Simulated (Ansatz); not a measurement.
# ZrS2 in Ansatz: the effect of Hubbard term

The system is ZrS2.

```
CELL_PARAMETERS angstrom
3.69138 0.00000 0.00000
-1.84569 3.19683 0.00000
0.00000 0.00000 6.04108
ATOMIC_POSITIONS crystal
Zr 0.00000 0.00000 0.00000
S 0.33333 0.66667 0.23791
S 0.66667 0.33333 0.76209
```

The cell is a database's computed one.

Alike in all runs:

* Program: Ansatz 0.2.0
* Task: density of states
* Functional: PBEsol
* Potentials or basis: all-electron LAPW, scalar-relativistic
* Cutoff: 201 eV (chosen from the basis error)
* Basis error allowed: 0.002 eV/atom
* k mesh: 8 × 8 × 5
* Occupations: fermi-dirac, width 0.05 eV
* Spin: no spin polarisation

```csv
Hubbard term,gap on the mesh (eV),pressure (GPa),largest force (eV/Å)
none,0.98,-2.5,0.15
Zr d U = 2 eV,?,?,?
Zr d U = 4 eV,1.61,1.1,0.09
Zr d U = 6 eV,2.06,3.2,0.23
Zr d U = 8 eV,2.61,5.4,0.39
```

**Question.** What does the run with Hubbard term Zr d U = 2 eV give?

**Answer.** gap on the mesh 1.25 eV; pressure -0.8 GPa; largest force 0.04 eV/Å.

Worked out: A parabola through the other rows of the gap on the mesh, of slope 0.157 eV per eV there, gives 1.25 eV, against the run's 1.25. A parabola through the other rows of the pressure, of slope 0.905 GPa per eV there, gives -0.8 GPa, against the run's -0.8. A parabola through the other rows of the largest force, of slope -0.0105 eV/Å per eV there, gives 0.08 eV/Å, against the run's 0.04.

Caveats: an odd mesh through Γ misses points on the zone boundary, where band edges often lie; this functional lacks dispersion, which binds the layers, so the pressure and a relaxed spacing across them are unreliable; U is the effective U less J, on atomic orbitals that reach past the spheres (some runs).
